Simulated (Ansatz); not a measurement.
# SiO2 (Cristobalite) (P4_12_12) in Ansatz: notebook

The runs below take SiO2 (Cristobalite) through relaxation of cell and atoms, with PBEsol, r2SCAN.

All numbers are computed with Ansatz 0.2.0; they aren't measurements. Logs are shortened: lines on timing, memory, paths and dates and some standing lists are left out, and cuts for length are marked.

### 1 The crystal as given

Symmetry: P4_12_12, No. 92, tetragonal system. Conventional cell: a = 4.982 Å, b = 4.982 Å, c = 6.963 Å, α = 90.00°, β = 90.00°, γ = 90.00°. Si (site symmetry 2) has 4 O at 1.60 to 1.61 Å as nearest neighbours. O (site symmetry 1) has 2 Si at 1.60 to 1.61 Å as nearest neighbours.

### 2 Relaxation of cell and atoms, PBEsol

File input.yaml:

```yaml
crystal:
  lattice:
    - [4.982, 0.0, 0.0]
    - [0.0, 4.982, 0.0]
    - [0.0, 0.0, 6.963]
  atoms:
    - { symbol: Si, position: [0.79897, 0.20103, 0.75] }
    - { symbol: Si, position: [0.70103, 0.70103, 0.5] }
    - { symbol: Si, position: [0.20103, 0.79897, 0.25] }
    - { symbol: Si, position: [0.29897, 0.29897, 0.0] }
    - { symbol: O, position: [0.10347, 0.23989, 0.82187] }
    - { symbol: O, position: [0.26011, 0.60347, 0.07187] }
    - { symbol: O, position: [0.89653, 0.76011, 0.32187] }
    - { symbol: O, position: [0.73989, 0.39653, 0.57187] }
    - { symbol: O, position: [0.60347, 0.26011, 0.92813] }
    - { symbol: O, position: [0.76011, 0.89653, 0.67813] }
    - { symbol: O, position: [0.39653, 0.73989, 0.42813] }
    - { symbol: O, position: [0.23989, 0.10347, 0.17813] }
hamiltonian:
  xc: pbesol
  pseudopotentials: { kind: paw }
kpoints:
  mp_grid: { grid: [6, 6, 4] }
scf:
  occupations: { method: fermi_dirac, width: 0.05 }
output:
  forces: true
  stress: true
  eigenvalues: true
  write_density: true
  write_potential: true
  elf: true
  volumetric_format: npy
relax:
  f_tol: 0.01
  max_steps: 40
  cell: { stress_tol: 0.05 }
```

Potentials or basis: Ansatz PAW.

Started as:

```console
> ansatz run input.yaml --threads 4 --pin off --max-ram 11264MiB --backend cpu --events-out ev --progress --plain --runs-dir out
```

The log of the run:

```text
Warning: RAYON_NUM_THREADS=4 ignored (pool sized by the plan → 4); use --threads N
Engine: ansatz 0.2.0, aarch64-unknown-linux-gnu
Pseudopotentials: kind: paw
Pseudopotential: Si, paw, valence charge 4, recommended cutoff 420 eV (normal), Si.paw.azcp
Pseudopotential: O, paw, valence charge 6, recommended cutoff 420 eV (normal), O.paw.azcp
Functional definition: PBEsol
  exchange = pbesol_x
  correlation = pbesol_c
Crystal: 12 atoms, lattice volume = 172.824 Å³
Basis set: ecut = 420 eV, 3387 PW (Γ), exchange–correlation on 72×72×96 points (8 copies of the dense FFT grid, shifted against one another)
Bands: 44, of which v1, the nominal top of the filled ones, is band 32 counted from 1 (31 counted from 0)
Symmetry: 8 space group operations
Space group: P41212 (ITA 92), of the structure as read, at distance tolerance 5.6e-5 Å
k-points: 30 of 144 (time reversal used)
Non-local potential: Si, projectors of the file, l = 0: 2, l = 1: 2, l = 2: 2
Non-local potential: O, projectors of the file, l = 0: 2, l = 1: 2, l = 2: 1
PAW form: soft (Blöchl's): semilocal exchange-correlation on the pseudo side does not see the compensation charge
PAW frozen core: Si, regenerated for the run's functional, and the local potential with it (the file was generated under x = pbe(κ = 0.804, μ = 0.2195149727645171), c = pbe(β = 0.06672455060314922))
PAW frozen core: O, regenerated for the run's functional, and the local potential with it (the file was generated under x = pbe(κ = 0.804, μ = 0.2195149727645171), c = pbe(β = 0.06672455060314922))
PAW one-centre angular grid: Si, 110 points (default); XC on 64 Gauss nodes
PAW one-centre angular grid: O, 110 points (default); XC on 64 Gauss nodes
Initial density: superposition of atomic densities (neutral atoms: chi_scale 0, normalization atom), corrected by the library's trained network
Initial wavefunctions: pseudopotential atomic-orbital guess
Functional: x = pbesol(κ = 0.804, μ = 0.12345679012345678), c = pbesol(β = 0.046)
SCF iter   1: F=—  HF=-6986.450355 eV  |F-HF|=—  |Δ(HF+E_count)|=         —  Δρ=1.06e-2  dr2=1.45e-1  ethr=1.77e-3  ⟨swp⟩=7.0  Hψ=7021  notcnv=0  defer=42
preconditioner: auto → Resta (q_TF=auto, 2.312 Å⁻¹)  ε∞=2.9  [insulator: Δε(μ)=5.583 eV  Ē_g=16.611 eV  σ=0.050 eV  W_gap=1.00  n_scr=36 (ndim 8)  ℏωp=22.6 eV  f_vac=0.232  D(μ)=0.00/eV (n_scr^D=0)  ε∞_Penn≈2.9]
SCF iter   2: F=—  HF=-6986.410451 eV  |F-HF|=—  |Δ(HF+E_count)|=   3.99e-2  Δρ=1.45e-3  dr2=1.10e-3  ethr=2.27e-4  ⟨swp⟩=2.3  Hψ=2483  notcnv=0  defer=165
SCF iter   3: F=—  HF=-6986.410996 eV  |F-HF|=—  |Δ(HF+E_count)|=   5.45e-4  Δρ=6.01e-4  dr2=2.79e-4  ethr=1.72e-6  ⟨swp⟩=2.0  Hψ=1875  notcnv=0  defer=165
SCF iter   4: F=—  HF=-6986.411312 eV  |F-HF|=—  |Δ(HF+E_count)|=   3.16e-4  Δρ=7.33e-5  dr2=9.06e-6  ethr=4.37e-7  ⟨swp⟩=3.0  Hψ=2217  notcnv=0  defer=165
SCF iter   5: F=—  HF=-6986.411707 eV  |F-HF|=—  |Δ(HF+E_count)|=   3.95e-4  Δρ=1.01e-5  dr2=1.60e-7  ethr=1.42e-8  ⟨swp⟩=2.0  Hψ=1855  notcnv=0  defer=165
SCF iter   6: F=-6986.411708 eV  HF=-6986.411708 eV  |F-HF|=7.69e-9  |Δ(HF+E_count)|=   5.02e-7  Δρ=3.44e-6  dr2=1.59e-8  ethr=1.56e-10  ⟨swp⟩=17.0  Hψ=10493  notcnv=0
SCF 1 converged in 6 iterations: F = -6986.411708 eV  dr2 = 1.59e-8
relax step   1: F+E_penalty+E_count = -6986.41170789 eV  Δ(F+E_penalty+E_count) = +0.000e0 eV  max|allowed force component| = 2.940e-1 eV/Å  Δτ_max = 0.0000 Å  P = +3.941 GPa  Ω = 172.824 Å³  (6 SCF iters, dr2 threshold 1.00e-7 eV, accepted)
Crystal: 12 atoms, lattice volume = 174.860 Å³
Basis set: ecut = 420 eV, 3435 PW (Γ), exchange–correlation on 72×72×96 points (8 copies of the dense FFT grid, shifted against one another)
Initial density: handed on by an earlier stage of this run
Initial wavefunctions: those handed on with the density
iter 1 solved again at ethr=1.69e-5 eV; its pass at ethr=3.10e-3 eV (dr2=1.08e-2 eV) is discarded
SCF iter   1: F=—  HF=-6986.442166 eV  |F-HF|=—  |Δ(HF+E_count)|=         —  Δρ=2.46e-3  dr2=9.29e-3  ethr=1.69e-5  ⟨swp⟩=2.2  Hψ=5102  notcnv=0
preconditioner: auto → Resta (q_TF=auto, 2.307 Å⁻¹)  ε∞=2.8  [insulator: Δε(μ)=5.627 eV  Ē_g=16.587 eV  σ=0.050 eV  W_gap=1.00  n_scr=36 (ndim 8)  ℏωp=22.5 eV  f_vac=0.235  D(μ)=0.00/eV (n_scr^D=0)  ε∞_Penn≈2.8]
SCF iter   2: F=—  HF=-6986.439413 eV  |F-HF|=—  |Δ(HF+E_count)|=   2.75e-3  Δρ=8.47e-4  dr2=9.26e-4  ethr=1.45e-5  ⟨swp⟩=2.0  Hψ=2040  notcnv=0
SCF iter   3: F=—  HF=-6986.439611 eV  |F-HF|=—  |Δ(HF+E_count)|=   1.98e-4  Δρ=3.69e-4  dr2=2.63e-4  ethr=1.45e-6  ⟨swp⟩=1.9  Hψ=1847  notcnv=0
SCF iter   4: F=—  HF=-6986.439586 eV  |F-HF|=—  |Δ(HF+E_count)|=   2.51e-5  Δρ=5.82e-5  dr2=7.75e-6  ethr=4.11e-7  ⟨swp⟩=2.5  Hψ=2300  notcnv=0
SCF iter   5: F=-6986.439598 eV  HF=-6986.439598 eV  |F-HF|=7.29e-7  |Δ(HF+E_count)|=   1.18e-5  Δρ=1.09e-5  dr2=2.51e-7  ethr=1.87e-9  ⟨swp⟩=14.5  Hψ=11413  notcnv=0
[... 58 lines left out ...]
relax step   7: F+E_penalty+E_count = -6986.46263740 eV  Δ(F+E_penalty+E_count) = -2.019e-3 eV  max|allowed force component| = 1.761e-3 eV/Å  Δτ_max = 0.0000 Å  P = +0.025 GPa  Ω = 177.033 Å³  stress off target by 3.46e-2 GPa  SCF on the basis re-selected at this cell (its energy is not comparable with the rows above)  (5 SCF iters)
basis re-selected at this cell: Δ(F+E_penalty+E_count) = -2.019e-3 eV, ΔP = +0.010 GPa vs the last step (what re-selecting the basis moved, of the pressure what is left beyond the Pulay correction that the steps carried, after the strain that the cell walked since its last selection, with what the two solves' SCF thresholds leave and, on support functions, any second-order correction that the steps lacked; it is no measure of the basis error at this ecutwfc). This SCF's stress stands 3.46e-2 GPa from its target on what of the cell is left free (relax.cell.stress_tol is 5.00e-2 GPa) and its largest allowed force component is 1.76e-3 eV/Å (relax.f_tol is 1.00e-2 eV/Å): within both
SCF converged after 5 iterations
Free energy (F): -6986.462637 eV
Harris-Foulkes:  -6986.462637 eV  (|F-HF|=3.16e-10)
Internal energy: -6986.462637 eV  (E = F + TS)
E sigma→0 (E₀):  -6986.462637 eV
Fermi energy:    3.910639 eV
--- Per-component energies (eV) ---
  E_band       = -371.701615
  E_kinetic    = 1603.277245
  E_local      = -4563.955856  (includes V_loc(G=0)·N_el)
  E_nonlocal   = 483.933408
  E_hartree    = 1675.899358
  E_xc         = -805.591738
  E_vxc        = -940.476375  (∫ρ·V_xc dr)
  E_paw        = -3223.775145  (= ΣΔE_a)
  E_vpaw       = -306.299403  (= ΣTr[D̂ρ^β])
  E_aug_tail   = 0.020734  (compensation charges beyond the density's cutoff)
  E_ewald      = -2156.679190
  E_core_change = 0.408546  (= ΣΔE_core)
  E_smearing   = -0.000000  (= −TS)
  E_closure    = 0.000000  (closes the sum)
  Σ components = -6986.462637   (vs F -6986.462637, Δ=0.00e0)
--- Forces (eV/Å), atoms counted from 1 ---
  atom   1  Si     0.00116349    -0.00116349    -0.00000000
  atom   2  Si    -0.00116349    -0.00116349     0.00000000
  atom   3  Si    -0.00116349     0.00116349    -0.00000000
  atom   4  Si     0.00116349     0.00116349     0.00000000
  atom   5  O     -0.00176105    -0.00072294     0.00030862
  atom   6  O      0.00072294    -0.00176105     0.00030862
  atom   7  O      0.00176105     0.00072294     0.00030862
  atom   8  O     -0.00072294     0.00176105     0.00030862
  atom   9  O     -0.00176105     0.00072294    -0.00030862
  atom  10  O      0.00072294     0.00176105    -0.00030862
  atom  11  O      0.00176105    -0.00072294    -0.00030862
  atom  12  O     -0.00072294    -0.00176105    -0.00030862
  max |Σ_I F_I| component: 3.47e-18 eV/Å
--- Stress (GPa, compression-positive) ---
        0.019922       0.000000      -0.000000
        0.000000       0.019922      -0.000000
       -0.000000      -0.000000       0.034643
  P = ⅓ Tr σ = 0.0248 GPa (0.248 kbar)
--- Band table (eV; the first three rows and the last of 30) ---
  k-point 0: bands = ["-18.2301", "-17.3356", "-17.3356", "-16.1707", "-16.1327", "-16.1309", "-16.1169", "-16.1169", "-8.4403", "-6.3163", "-6.3163", "-4.6898", "-4.5908", "-4.5908", "-4.1024", "-3.9475", "-1.8469", "-1.8357", "-1.8357", "-1.2827", "-1.2063", "-0.9331", "-0.7292", "-0.6765", "-0.6765", "-0.2133", "-0.2133", "-0.1326", "0.4091", "0.8010", "0.8010", "1.0874", "6.6608", "9.7559", "9.7559", "10.0778", "10.0778", "10.5271", "10.8034", "11.9941", "11.9991", "11.9991", "12.2000", "12.3263"]
  k-point 1: bands = ["-18.1676", "-17.6991", "-16.9355", "-16.2762", "-16.1299", "-16.1292", "-16.1197", "-16.1184", "-8.2629", "-7.0835", "-5.6087", "-4.7842", "-4.5618", "-4.4852", "-4.2040", "-4.0494", "-1.8036", "-1.7906", "-1.7198", "-1.2291", "-1.1379", "-0.9114", "-0.8847", "-0.7540", "-0.7159", "-0.5956", "-0.0018", "0.2300", "0.4549", "0.6120", "0.7665", "0.9743", "7.0027", "8.9975", "9.8933", "10.2150", "10.5799", "10.5927", "10.6521", "11.6311", "11.7409", "12.0120", "12.1780", "12.3057"]
  k-point 2: bands = ["-17.9854", "-17.9854", "-16.5569", "-16.5569", "-16.1248", "-16.1248", "-16.1238", "-16.1238", "-7.7752", "-7.7752", "-5.0820", "-5.0820", "-4.4075", "-4.4075", "-4.2761", "-4.2761", "-1.7500", "-1.7500", "-1.4239", "-1.4239", "-0.9801", "-0.9801", "-0.8303", "-0.8303", "-0.8240", "-0.8240", "0.2866", "0.2866", "0.5636", "0.5636", "0.6931", "0.6931", "7.8855", "7.8855", "10.3522", "10.3522", "10.4896", "10.4896", "11.2676", "11.2676", "11.3911", "11.3911", "12.4342", "12.4342"]
  k-point 29: bands = ["-17.3042", "-17.3042", "-17.3042", "-17.3042", "-16.1864", "-16.1864", "-16.1864", "-16.1864", "-6.3455", "-6.3455", "-6.3455", "-6.3455", "-3.9818", "-3.9818", "-3.9818", "-3.9818", "-1.8790", "-1.8790", "-1.8790", "-1.8790", "-1.1431", "-1.1431", "-1.1431", "-1.1431", "-0.2577", "-0.2577", "-0.2577", "-0.2577", "0.4563", "0.4563", "0.4563", "0.4563", "10.1553", "10.1553", "10.1553", "10.1553", "10.7156", "10.7156", "10.7156", "10.7156", "11.2379", "11.2379", "11.2379", "11.2379"]
--- Relaxed structure (5 steps of the walk, 5 accepted, 2 SCFs on fresh bases) ---
  F+E_penalty+E_count = -6986.46263740 eV   max|allowed force component| = 1.761e-3 eV/Å   (the final SCF, on the basis selected at the relaxed cell)
  cell:  # Å, volume = 177.0327 Å³
    - [5.026927832347659, 4.952381706174177e-34, -2.093891064076059e-18]
    - [-2.1532094374670335e-35, 5.026927832347659, 9.148741192095216e-34]
    - [-2.9264880528224812e-18, 1.2786637040101389e-33, 7.0056452915171565]
  atoms:
    - { symbol: Si, position: [0.798153519257319, 0.2018464807426808, 0.75] }
    - { symbol: Si, position: [0.7018464807426809, 0.7018464807426809, 0.5] }
    - { symbol: Si, position: [0.2018464807426808, 0.798153519257319, 0.25] }
    - { symbol: Si, position: [0.2981535192573192, 0.2981535192573192, 2.6595102070862594e-20] }
    - { symbol: O, position: [0.10205671830589923, 0.2395720978272311, 0.8215878815583342] }
    - { symbol: O, position: [0.2604279021727689, 0.6020567183058991, 0.07158788155833423] }
    - { symbol: O, position: [0.8979432816941008, 0.7604279021727688, 0.32158788155833423] }
    - { symbol: O, position: [0.7395720978272311, 0.39794328169410076, 0.5715878815583342] }
    - { symbol: O, position: [0.6020567183058991, 0.2604279021727689, 0.9284121184416657] }
    - { symbol: O, position: [0.7604279021727688, 0.8979432816941008, 0.6784121184416658] }
    - { symbol: O, position: [0.39794328169410076, 0.7395720978272311, 0.4284121184416657] }
    - { symbol: O, position: [0.2395720978272311, 0.10205671830589923, 0.17841211844166582] }
```

It took 38 s on 4 threads of Arm Neoverse V2, shared host; peak memory 0.55 GiB.

Results:

- Free energy: -6986.4626 eV
- Relaxed volume: 14.75 Å³/atom
- Relaxed cell: a = 5.027 Å, b = 5.027 Å, c = 7.006 Å, α = 90.00°, β = 90.00°, γ = 90.00°
- Space group after relaxing (to 0.05 Å): P4_12_12 (No. 92)
- Energy gained by relaxing: 4.2 meV/atom
- Ionic steps: 7
- Pressure after relaxing: 0.0 GPa
- Band gap on the k mesh: 5.57 eV, direct

Step by step:
| step | energy change (eV) | largest force (eV/Å) | volume (Å³) |
| --- | --- | --- | --- |
| 1 | 0.0000 | 0.3026 | 172.82 |
| 2 | -0.0279 | 0.1702 | 174.86 |
| 3 | -0.0338 | 0.0206 | 176.99 |
| 4 | -0.0363 | 0.0054 | 176.41 |
| 5 | -0.0509 | 0.0056 | 176.41 |
| 6 | -0.0489 | 0.0019 | 177.03 |
| 7 | -0.0509 | 0.0019 | 177.03 |

Final structure:
```yaml
crystal:
  lattice:
    - [5.02693, 0.00000, 0.00000]
    - [0.00000, 5.02693, 0.00000]
    - [0.00000, 0.00000, 7.00565]
  atoms:
    - { symbol: Si, position: [0.79815, 0.20185, 0.75000] }
    - { symbol: Si, position: [0.70185, 0.70185, 0.50000] }
    - { symbol: Si, position: [0.20185, 0.79815, 0.25000] }
    - { symbol: Si, position: [0.29815, 0.29815, 0.00000] }
    - { symbol: O, position: [0.10206, 0.23957, 0.82159] }
    - { symbol: O, position: [0.26043, 0.60206, 0.07159] }
    - { symbol: O, position: [0.89794, 0.76043, 0.32159] }
    - { symbol: O, position: [0.73957, 0.39794, 0.57159] }
    - { symbol: O, position: [0.60206, 0.26043, 0.92841] }
    - { symbol: O, position: [0.76043, 0.89794, 0.67841] }
    - { symbol: O, position: [0.39794, 0.73957, 0.42841] }
    - { symbol: O, position: [0.23957, 0.10206, 0.17841] }
```

Levels at points of the mesh, in eV from the valence-band top:
```
              k point  band 30  band 31  band 32  band 33  band 34  band 35
   (0.00, 0.00, 0.00)    -0.29    -0.29     0.00     5.57     8.67     8.67
  (0.00, 0.00, -0.50)    -0.52    -0.39    -0.39     6.80     6.80     9.26
  (0.00, -0.50, 0.00)    -0.65    -0.48    -0.48     7.58     7.58     9.12
 (0.00, -0.50, -0.50)    -0.93    -0.18    -0.18     7.83     7.83     8.84
 (-0.50, -0.50, 0.00)    -0.59    -0.55    -0.55     8.56     8.56     8.65
(-0.50, -0.50, -0.50)    -0.63    -0.63    -0.63     9.07     9.07     9.07
```

Caveat: the plane-wave basis is chosen anew once the cell has moved, so the energies of steps on either side of that aren't comparable; the pressure holds a Pulay correction of +0.6 GPa for the finite cutoff; the PAW data sets come from PBE, with cores solved anew for the run's functional, which leaves a small shift of forces and pressure. A k mesh can miss the band edges.

(Part 1 of 2 ends here.)
